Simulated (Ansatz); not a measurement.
Strain and the gap of MgS (F-43m)

MgS (F-43m) from a database of computed structures, relaxed with r2SCAN in Ansatz. Space group F-43m (No. 216), cubic; conventional cell a = 5.662 Å, 22.69 Å³ an atom. Mg is surrounded by 4 S at 2.45 Å; S is surrounded by 4 Mg at 2.45 Å.

The axes x, y and z are those of this cell:
```yaml
crystal:
  lattice:
    - [0.00000, 2.83087, 2.83087]
    - [2.83087, 0.00000, 2.83087]
    - [2.83087, 2.83087, 0.00000]
  atoms:
    - { symbol: Mg, position: [0.00000, 0.00000, 0.00000] }
    - { symbol: S, position: [0.75000, 0.75000, 0.75000] }
```

Unstrained: With PBE the gap is 3.466 eV and direct, at Γ. With r2SCAN the gap is 4.142 eV and direct, at Γ. The HSE06 gap is direct at Γ: 4.528 eV. Meshes: PBE 8×8×8, r2SCAN 8×8×8, HSE06 6×6×6. Strains are changes of length per length, and xy shears are angles. After each strain the atoms were relaxed again with r2SCAN within the symmetry that the strain leaves, so tilts or polar shifts that break it weren't tested; points keep the names that they have in the unstrained zone. (Simulation; spin polarisation is off.)

Changes of the least gap in eV (an overlap counts as a negative gap):

| strain | volume change (%) | space group | PBE | r2SCAN | HSE06 | G0W0@PBE (mesh) | energy rise, r2SCAN (meV/atom) |
| --- | --- | --- | --- | --- | --- | --- | --- |
| isotropic +0.86 % on every length | +2.6 | F-43m | -0.126 | -0.135 | -0.136 | -0.14 | 2.7 |
| xy shear, engineering strain (angle) -1.03 % | 0.0 | Imm2 | -0.031 | -0.033 | -0.032 | -0.03 | 0.2 |
| biaxial -1.59 % in x and y, z held | -3.2 | I-4m2 | +0.145 | +0.124 | +0.156 | +0.16 | 4.7 |
| uniaxial +2.51 % along y | +2.5 | I-4m2 | -0.148 | -0.157 | -0.158 | -0.16 | 3.3 |

Unstrained, G0W0@PBE with 189 empty bands, a screening cutoff of 150 eV and a 4×4×4 mesh gives 5.03 eV on its mesh; the band count follows the volume. G0W0 here is at a finite number of bands, screening cutoff and k mesh, not at the basis limit.

Isotropic +0.86 % on every length. HSE06: the gap goes from 4.528 to 4.392 eV (-0.136 eV). Stress change with r2SCAN, compression positive: xx -1.46, yy -1.46, zz -1.46 GPa. For HSE06, dE_g/d ln V = -5.3 eV over this step.

Xy shear, engineering strain (angle) -1.03 %. HSE06: the gap goes from 4.528 to 4.496 eV (-0.032 eV); with r2SCAN the top three valence levels at Γ, degenerate before, become 1+1+1 from the top over 62 meV. Stress change with r2SCAN, compression positive: xx 0.00, yy 0.00, zz 0.00, xy +0.33 GPa.

Biaxial -1.59 % in x and y, z held. r2SCAN: the gap goes from 4.142 to 4.266 eV (+0.124 eV); it turns from direct (Γ) to indirect (Γ → X [(0, -1/2, -1/2)]); least and direct gap lie within 0.04 eV, so its kind isn't settled. HSE06: the gap goes from 4.528 to 4.684 eV (+0.156 eV); with r2SCAN the top three valence levels at Γ, degenerate before, become 2+1 from the top over 46 meV. Stress change with r2SCAN, compression positive: xx +2.16, yy +2.16, zz +1.81 GPa.

Uniaxial +2.51 % along y, other directions held. HSE06: the gap goes from 4.528 to 4.370 eV (-0.158 eV); with r2SCAN the top three valence levels at Γ, degenerate before, become 2+1 from the top over 70 meV. Stress change with r2SCAN, compression positive: xx -1.21, yy -1.86, zz -1.21 GPa.

The meshes of the hybrids are coarse, so their gaps aren't converged to the digits shown.

The splittings at Γ are without spin-orbit coupling, which regroups them where it is of like size or larger.
